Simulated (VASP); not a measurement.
# Mg (P6_3/mmc) in VASP: elastic constants with LDA

Aim: the elastic constants of Mg with LDA.

Program: VASP 6.6.1. These are calculated values, not measurements. Logs are shortened: lines on timing, memory, paths and dates and some standing lists are left out, and cuts for length are marked.

### 1 Starting point

Symmetry: P6_3/mmc, No. 194, hexagonal system. Conventional cell: a = 3.209 Å, b = 3.209 Å, c = 5.210 Å, α = 90.00°, β = 90.00°, γ = 120.00°. Around Mg (site symmetry -6m2) lie 12 Mg at 3.20 to 3.21 Å.

### 2 Elastic constants, LDA

File POSCAR:

```
Mg
1.0
    3.2093000000      0.0000000000      0.0000000000
   -1.6046500000      2.7793353300      0.0000000000
    0.0000000000      0.0000000000      5.2103000000
Mg
2
Direct
    0.3333333300      0.6666666700      0.2500000000
    0.6666666700      0.3333333300      0.7500000000
```

File INCAR.step1:

```
SYSTEM = Mg
ALGO = Fast
EDIFF = 1E-8
EDIFFG = -0.002
ENCUT = 600
GGA = CA
IBRION = 2
ISIF = 3
ISMEAR = 0
LASPH = .True.
LCHARG = .False.
LREAL = .False.
LWAVE = .False.
NELM = 60
NSW = 40
PREC = Accurate
SIGMA = 0.1
```

File INCAR.step2:

```
SYSTEM = Mg
ALGO = Fast
EDIFF = 1E-8
ENCUT = 600
GGA = CA
IBRION = 6
ISIF = 3
ISMEAR = 0
LASPH = .True.
LCHARG = .False.
LREAL = .False.
LWAVE = .False.
NELM = 60
NFREE = 2
NSW = 1
POTIM = 0.015
PREC = Accurate
SIGMA = 0.1
```

File KPOINTS:

```
k-points
0
Gamma
  15 15 8
  0 0 0
```

Potentials or basis: VASP PAW LDA potentials, release 64 (Mg).

Run with:

```console
cat potpaw_LDA.64/Mg/POTCAR > POTCAR
cp INCAR.step1 INCAR
mpirun -np 1 vasp_std > vasp.out
cp CONTCAR POSCAR
cp INCAR.step2 INCAR
mpirun -np 1 vasp_std > vasp.out
```

OUTCAR:

```text
SYSTEM = Mg
   EDIFF = 1E-8
   ENCUT = 600
   GGA = CA
   IBRION = 6
   ISIF = 3
   ISMEAR = 0
   LASPH = .True.
   LREAL = .False.
   NELM = 60
   NFREE = 2
   NSW = 1
   POTIM = 0.015
   PREC = Accurate

 ion  position               nearest neighbor table
   1  0.333  0.667  0.250-   2 3.10   2 3.10   2 3.10   2 3.10   2 3.10   2 3.10
   2  0.667  0.333  0.750-   1 3.10   1 3.10   1 3.10   1 3.10   1 3.10   1 3.10

  LATTYP: Found a hexagonal cell.
 ALAT       =     3.1381665549
 C/A-ratio  =     1.6011542082

  Lattice vectors:

 A1 = (   3.1381665549,   0.0000000000,   0.0000000000)
 A2 = (  -1.5690832774,   2.7177319594,   0.0000000000)
 A3 = (   0.0000000000,   0.0000000000,   5.0246885852)

Analysis of symmetry for initial positions (statically):
=====================================================================
 Subroutine PRICEL returns:
 Original cell was already a primitive cell.

 Routine SETGRP: Setting up the symmetry group for a
 hexagonal supercell.

 Subroutine GETGRP returns: Found 24 space group operations
 (whereof 12 operations were pure point group operations)
 out of a pool of 24 trial point group operations.

The static configuration has the point symmetry D_3d.
 The point group associated with its full space group is D_6h.

Analysis of symmetry for dynamics (positions and initial velocities):
=====================================================================
 Subroutine PRICEL returns:
 Original cell was already a primitive cell.

 Routine SETGRP: Setting up the symmetry group for a
 hexagonal supercell.

 Subroutine GETGRP returns: Found 24 space group operations
 (whereof 12 operations were pure point group operations)
 out of a pool of 24 trial point group operations.

The dynamic configuration has the point symmetry D_3d.
 The point group associated with its full space group is D_6h.

[... 349 lines left out ...]

 k-point     1 :       0.0000    0.0000    0.0000
  band No.  band energies     occupation
      1      -4.3842      2.00000
      2       1.1484      2.00000
      3       1.6973      2.00000
      4      13.9829      0.00000
      5      13.9829      0.00000
      6      14.1347      0.00000
[... 199 lines left out ...]
 k-point    24 :       0.4000    0.2000    0.0000
  band No.  band energies     occupation
      1       1.1299      2.00000
      2       1.1600      2.00000
      3       4.7526      0.00000
      4       6.1547      0.00000
      5       6.5245      0.00000
      6       6.8641      0.00000

 [... further k-points ...]
[... 5 lines left out ...]
  --------------------------------------------------------------------------------------
  -------------------------------------------------------------------------------------
  Total       -0.0000174     -0.0000174      0.0010355      0.0000000     -0.0000000      0.0000000
  in kB       -0.0006507     -0.0006507      0.0387127      0.0000000     -0.0000000      0.0000000
  external PRESSURE =       0.0124705 kB  Pullay stress =       0.0000000 kB
[... 17 lines left out ...]
  FREE ENERGIE OF THE ION-ELECTRON SYSTEM (eV)
  ---------------------------------------------------
  free  energy   TOTEN  =        -3.6230300715 eV

  energy  without entropy=       -3.6183803117  energy(sigma->0) =       -3.62070519

 INTERNAL STRAIN TENSORS FROM STRAINED CELLS
 ============================================

 INTERNAL STRAIN TENSOR FOR ION    1 for displacements in x,y,z  (eV/Angst):
          X           Y           Z          XY          YZ          ZX
  --------------------------------------------------------------------------------
  x     0.00000    -0.00000    -0.00000    -0.86097    -0.00000     0.00000
  y    -0.88619     0.88827     0.00000    -0.00001    -0.00001     0.00000
  z     0.00000     0.00000     0.00000     0.00000     0.00988    -0.00000

 INTERNAL STRAIN TENSORS FROM DISPLACED ATOMS
 ============================================

 INTERNAL STRAIN TENSOR FOR ION    1 for displacements in x,y,z  (eV/Angst):
          X           Y           Z          XY          YZ          ZX
  --------------------------------------------------------------------------------
  x     0.00000     0.00000     0.00000    -0.90014     0.00000     0.00000
  y    -0.90014     0.90014     0.00000     0.00000     0.00000     0.00000
  z    -0.00000    -0.00000    -0.00000     0.00000    -0.00000     0.00000

 INTERNAL STRAIN TENSOR FOR ION    2 for displacements in x,y,z  (eV/Angst):
          X           Y           Z          XY          YZ          ZX
  --------------------------------------------------------------------------------
  x     0.00000     0.00000     0.00000     0.90014     0.00000     0.00000
  y     0.90014    -0.90014    -0.00000    -0.00000     0.00000     0.00000
  z     0.00000     0.00000     0.00000     0.00000     0.00000     0.00000

 Eigenvectors and eigenvalues of the dynamical matrix
 ----------------------------------------------------

   1 f  =    7.964103 THz    50.039933 2PiTHz  265.653873 cm-1    32.936868 meV
             X         Y         Z           dx          dy          dz
     -0.000000  1.811821  1.256172     0.000000    0.000000    0.707107
      1.569083  0.905911  3.768516     0.000000    0.000000   -0.707107
[... 21 lines left out ...]
   6 f  =    0.000000 THz     0.000000 2PiTHz    0.000000 cm-1     0.000000 meV
             X         Y         Z           dx          dy          dz
     -0.000000  1.811821  1.256172     0.000000    0.000000    0.707107
      1.569083  0.905911  3.768516     0.000000    0.000000    0.707107

--------------------------------------------------------------------------------------------------------

 ELASTIC MODULI CONTR FROM IONIC RELAXATION (kBar)
 Direction    XX          YY          ZZ          XY          YZ          ZX
 --------------------------------------------------------------------------------
 XX         -37.4132     37.4132      0.0000      0.0000     -0.0000      0.0000
 YY          37.4132    -37.4132     -0.0000     -0.0000      0.0000      0.0000
 ZZ           0.0000     -0.0000     -0.0000     -0.0000     -0.0000      0.0000
 XY           0.0000     -0.0000     -0.0000    -37.4132      0.0000      0.0000
 YZ          -0.0000      0.0000     -0.0000     -0.0000     -0.0000      0.0000
 ZX           0.0000      0.0000      0.0000      0.0000      0.0000      0.0000
 --------------------------------------------------------------------------------

 TOTAL ELASTIC MODULI (kBar)
 Direction    XX          YY          ZZ          XY          YZ          ZX
 --------------------------------------------------------------------------------
 XX         636.1863    363.2781    221.7802      0.0000     -0.0000      0.0000
 YY         363.2781    636.1863    221.7802     -0.0000      0.0000      0.0000
 ZZ         221.7802    221.7802    793.6079     -0.0000     -0.0000      0.0000
 XY           0.0000     -0.0000     -0.0000    136.4541      0.0000     -0.0000
 YZ           0.0000      0.0000     -0.0000      0.0000    154.2933      0.0000
 ZX          -0.0000      0.0000      0.0000     -0.0000      0.0000    154.2933
 --------------------------------------------------------------------------------
```

OUTCAR.step1:

```text
SYSTEM = Mg
   EDIFF = 1E-8
   EDIFFG = -0.002
   ENCUT = 600
   GGA = CA
   IBRION = 2
   ISIF = 3
   ISMEAR = 0
   LASPH = .True.
   LREAL = .False.
[... 691 lines left out ...]
  -------------------------------------------------------------------------------------
  Total       -0.0004803     -0.0004803     -0.0006875      0.0000000     -0.0000000      0.0000000
  in kB       -0.0179562     -0.0179562     -0.0257034      0.0000000     -0.0000000      0.0000000
  external PRESSURE =      -0.0205386 kB  Pullay stress =       0.0000000 kB
[... 17 lines left out ...]
  FREE ENERGIE OF THE ION-ELECTRON SYSTEM (eV)
  ---------------------------------------------------
  free  energy   TOTEN  =        -3.6234058700 eV

  energy  without entropy=       -3.6187599625  energy(sigma->0) =       -3.62108292

 reached required accuracy - stopping structural energy minimisation
```

Wall time 7.1 min (1 thread of Intel Xeon 6975P-C (Granite Rapids), shared host); peak memory 0.46 GiB.

What came out:

```yaml
Relaxed_volume: 21.43 Å³/atom
Relaxed_cell: a = 3.138 Å, b = 3.138 Å, c = 5.025 Å, α = 90.00°, β = 90.00°, γ = 120.00°
Space_group_after_relaxing_to_0.05_Å: P6_3/mmc (No. 194)
Voigt_bulk_modulus: 41 GPa
Highest_phonon_frequency_at_Γ: 266 cm⁻¹
```

Step by step:
| step | energy change (eV) | largest force (eV/Å) | pressure (GPa) | volume (Å³) |
| --- | --- | --- | --- | --- |
| 1 | 0.0000 | 0.0000 | -2.81 | 46.47 |
| 2 | -0.0322 | 0.0000 | -0.85 | 43.79 |
| 3 | -0.0349 | 0.0000 | -0.02 | 42.87 |
| 4 | -0.0349 | 0.0000 | 0.04 | 42.80 |
| 5 | -0.0351 | 0.0000 | 0.04 | 42.81 |
| 6 | -0.0351 | 0.0000 | 0.03 | 42.82 |
| 7 | -0.0351 | 0.0000 | 0.03 | 42.82 |
| 8 | -0.0351 | 0.0000 | 0.00 | 42.85 |

Final structure:
```
Mg
1.0
     3.13817    0.00000    0.00000
    -1.56908    2.71773    0.00000
     0.00000    0.00000    5.02469
Mg
2
Direct
  0.33333 0.66667 0.25000
  0.66667 0.33333 0.75000
```

Phonon frequencies in cm⁻¹ (negative: imaginary):
| q point | frequencies |
| --- | --- |
| (0.000, 0.000, 0.000) | 0 0 0 135 135 266 |

Elastic tensor in Voigt notation (GPa, in the Cartesian axes of the cell as first typed):
```
64 36 22  0  0  0
36 64 22  0  0  0
22 22 79  0  0  0
 0  0  0 15  0  0
 0  0  0  0 15  0
 0  0  0  0  0 14
```

Clamped-ion elastic tensor (GPa):
```
67 33 22  0  0  0
33 67 22  0  0  0
22 22 79  0  0  0
 0  0  0 15  0  0
 0  0  0  0 15  0
 0  0  0  0  0 17
```
